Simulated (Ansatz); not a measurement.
## AlCo: enthalpy against pressure

AlCo, Pm-3m, a = 2.823 Å. The structure is a Materials Project entry; whether it is the stable form wasn't checked. Ansatz: PBEsol, PAW, 420 eV, Γ-centred 14×14×14 mesh on 2 atoms, Gaussian smearing 0.10 eV; no spin polarisation. Cell and atoms are relaxed at each pressure, and no other structure is tried, so the rows at high pressure may lie past a change of phase. y is the enthalpy over the state at zero pressure; there V0 = 11.244 Å³/atom. The pressures are the targets, met within 0.07 GPa.

| P (GPa) | y (eV/atom) |
| --- | --- |
| -2.0 | -0.1411 |
| 0.0 | 0.0000 |
| 2.0 | 0.1396 |
| 5.0 | ? |
| 10.0 | 0.6851 |
| 20.0 | 1.3415 |
| 40.0 | 2.5877 |

Task: Fit y = c1 P + c2 P² + c3 P³ to the other rows, say what c1 and c2 mean, and predict the missing value.

Result: Least squares on the rows shown. y = 0.070135 P − 0.00017012 P² + 8.5158×10⁻⁷ P³. Since dH/dP = V, c1 is V0: 0.070135 eV/GPa × 160.2 = 11.236 Å³ against 11.244; c2 = −V0/(2B0) gives B0 = 206 GPa, where a Birch–Murnaghan fit to the volumes of the same runs (not shown) gives 194 GPa: a cubic over this range folds the higher terms into c2. At P = 5.0 the fit asked for gives 0.3465 eV/atom. The run gave 0.3465 eV/atom, the same to the digits shown.

The mesh isn't the same in all rows (14×14×14, 16×16×16).